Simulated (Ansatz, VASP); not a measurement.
# One calculation of W, two programs

```xyz
1
Lattice="0.0000 2.0026 2.0026 2.0026 0.0000 2.0026 2.0026 2.0026 0.0000" Properties=species:S:1:pos:R:3 pbc="T T T"
W     0.0000    0.0000    0.0000
```

Change from the starting cell: volume scaled by 0.96, PAW files.

Alike in both runs: task electric field gradients; functional PBE; k mesh 14 × 14 × 14; occupations fermi-dirac, width 0.05 eV; no spin polarisation.

|  | VASP | Ansatz |
| --- | --- | --- |
| version | VASP 6.6.1 | Ansatz 0.2.0 |
| potentials or method | VASP PAW PBE potentials, release 64 (W_sv) | PAW with Ansatz's default frozen-core files, scalar-relativistic |
| plane-wave cutoff (eV) | 520 | 420 |
| valence electrons in the cell | 14 | 14 |

VASP gave:

* pressure (GPa): 7.7
* Vzz of the field gradient on the site that differs most (V/Å²): 0.0

Which values does Ansatz return?

Pressure (GPa): 7.1; Vzz of the field gradient on the site that differs most (V/Å²): 0.0.

Ansatz warned: «gradients_without_spin_orbit».

The runs have no spin-orbit coupling, so splittings on W are missing.
